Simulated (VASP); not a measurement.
Crystal: Zr.

```xyz
2
Lattice="3.2320 0.0000 0.0000 -1.6160 2.7990 0.0000 0.0000 0.0000 5.1470" Properties=species:S:1:pos:R:3 pbc="T T T"
Zr    1.6160    0.9330    3.8603
Zr    0.0000    1.8660    1.2868
```

Program: VASP 6.6.1. Alike in all runs: no spin polarisation; cell as given.

Problem. Order these runs on this cell by their pressure, lowest first.
A. level HSE03+TS; potentials or basis VASP PAW PBE potentials, release 64 (Zr_sv); k mesh 5 × 5 × 3; cutoff (eV) 520; smearing methfessel-paxton 0.2 eV; grid for exact exchange (PRECFOCK) Normal; mesh quality coarse
B. level RPBE; potentials or basis VASP PAW PBE potentials, release 64 (Zr_sv_GW); k mesh 9 × 9 × 5; cutoff (eV) 550; smearing gaussian 0.1 eV; mesh quality not flagged
C. level PBE+D3; potentials or basis VASP PAW PBE potentials, release 64 (Zr_sv); k mesh 9 × 9 × 5; cutoff (eV) 520; smearing methfessel-paxton 0.2 eV; mesh quality not flagged

Solution. A (-9.1 GPa), C (-3.1 GPa), B (2.1 GPa).

Caveats: some runs use coarse meshes; pairwise dispersion overbinds metals, which lowers pressure and volume (some runs); the PAW data sets were made with another functional, which shifts forces and pressure a little (some runs); atom-pairwise D2, TS and ULG terms overbind metals (some runs).
